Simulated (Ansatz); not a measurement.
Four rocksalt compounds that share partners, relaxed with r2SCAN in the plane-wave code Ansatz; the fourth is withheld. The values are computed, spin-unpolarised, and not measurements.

| solid | a (Å) | gap, HSE06 (eV) |
| --- | --- | --- |
| KBr | 6.604 | 5.60 |
| KCl | 6.290 | 6.51 |
| RbBr | 6.922 | 5.44 |

If bond lengths are sums of radii, what lattice constant follows for RbCl?
a(RbCl) ≈ a(KCl) + a(RbBr) − a(KBr) = 6.290 + 6.922 − 6.604 = 6.608 Å. The relaxed cell has 6.612 Å, +0.1 % from the sum: the rule holds well here.

How much does a change of partner add, in either pair?
KBr → KCl: -0.314 Å, and RbBr → RbCl: -0.310 Å; KBr → RbBr: +0.318 Å, and KCl → RbCl: +0.322 Å. Fixed radii would make each pair equal; they differ by 0.004 Å.

Try the same sum for the HSE06 gap, which all four have at Γ.
6.51 + 5.44 − 5.60 = 6.35 eV against 6.25 eV from the run, a miss of -0.10 eV, which is close, though nothing makes gaps additive.

The runs are scalar-relativistic, without spin-orbit coupling.

The meshes of the hybrids are coarse, so their gaps aren't converged to the digits shown.
